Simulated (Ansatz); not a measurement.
## Cr: relaxation of cell and atoms

Level of theory: DFT, PBE, PAW with Ansatz's default frozen-core files, scalar-relativistic in Ansatz 0.2.0.

Command: `ansatz run input.yaml --threads 1 --pin off --max-ram 3072MiB --backend cpu --events-out ev --progress --plain --runs-dir out` The run took about 66 s on 1 thread of a shared machine.

```yaml
crystal:
  lattice:
    - [2.5123336524, 0.0, 0.0]
    - [-1.2561668262, 2.1757447658, 0.0]
    - [0.0, 0.0, 4.0699805169]
  atoms:
    - { symbol: Cr, position: [0.3333333333, 0.6666666667, 0.25], spin: 3.0 }
    - { symbol: Cr, position: [0.6666666667, 0.3333333333, 0.75], spin: 3.0 }
magnetization:
  spin_polarized: true
kpoints:
  mp_grid: { grid: [17, 17, 9] }
scf:
  occupations: { method: fermi_dirac, width: 0.05 }
hamiltonian:
  xc: pbe
  pseudopotentials: { kind: paw }
output:
  forces: true
  stress: true
  write_density: true
  write_potential: true
  elf: true
  volumetric_format: npy
relax:
  f_tol: 0.005
  max_steps: 80
  cell: {}
```

The run is spin-polarised from parallel moments and ends with 0.00 μB in the cell; other orders may lie lower.

The cell is built from the hcp type as a first guess.

The cutoff is 420 eV; energies and pressures of the walk include the program's estimate of the Pulay term.

Each frame lists the cell vectors (Å), then Cartesian positions (Å); symmetry keeps all forces zero. Free energies count from the first step, -6754.4874 eV.

The walk took 10 evaluations in all; steps that aren't listed are left out.

Step 1: E = 0.0 meV, P = 18.01 GPa

```
cell 2.5123 0.0000 0.0000 -1.2562 2.1757 0.0000 0.0000 0.0000 4.0700
Cr    0.0000    1.4505    1.0175
Cr    1.2562    0.7252    3.0525
```

Step 2: E = -103.0 meV, P = 4.47 GPa

```
cell 2.5357 0.0000 0.0000 -1.2679 2.1960 0.0000 0.0000 0.0000 4.1930
Cr    0.0000    1.4640    1.0483
Cr    1.2679    0.7320    3.1448
```

Step 3: E = -164.9 meV, P = -3.69 GPa

```
cell 2.5215 0.0000 0.0000 -1.2607 2.1837 0.0000 0.0000 0.0000 4.3837
Cr    0.0000    1.4558    1.0959
Cr    1.2607    0.7279    3.2878
```

Step 4: E = -176.7 meV, P = -3.25 GPa

```
cell 2.4948 0.0000 0.0000 -1.2474 2.1606 0.0000 0.0000 0.0000 4.4720
Cr    0.0000    1.4404    1.1180
Cr    1.2474    0.7202    3.3540
```

Step 5: E = -180.3 meV, P = -0.31 GPa

```
cell 2.4867 0.0000 0.0000 -1.2434 2.1536 0.0000 0.0000 0.0000 4.4456
Cr    0.0000    1.4357    1.1114
Cr    1.2434    0.7179    3.3342
```

Step 6: E = -180.3 meV, P = 0.00 GPa

```
cell 2.4863 0.0000 0.0000 -1.2432 2.1532 0.0000 0.0000 0.0000 4.4413
Cr    0.0000    1.4355    1.1103
Cr    1.2432    0.7177    3.3310
```

Step 7: E = -185.3 meV, P = 0.51 GPa (the cell of the step before, solved again on a basis chosen afresh, hence the jump)

Problem. How does the relaxation end?

Solution. It converges, with a = 2.485 Å, b = 2.485 Å, c = 4.456 Å, α = 90.00°, β = 90.00°, γ = 120.00° (conventional cell, space group P6_3/mmc). The last solve (on a basis chosen afresh for the final cell, so its energy is not quite comparable) gives E = -185.6 meV, P = 0.00 GPa:
```
cell 2.4853 0.0000 0.0000 -1.2427 2.1523 0.0000 0.0000 0.0000 4.4556
Cr    0.0000    1.4349    1.1139
Cr    1.2427    0.7174    3.3417
```
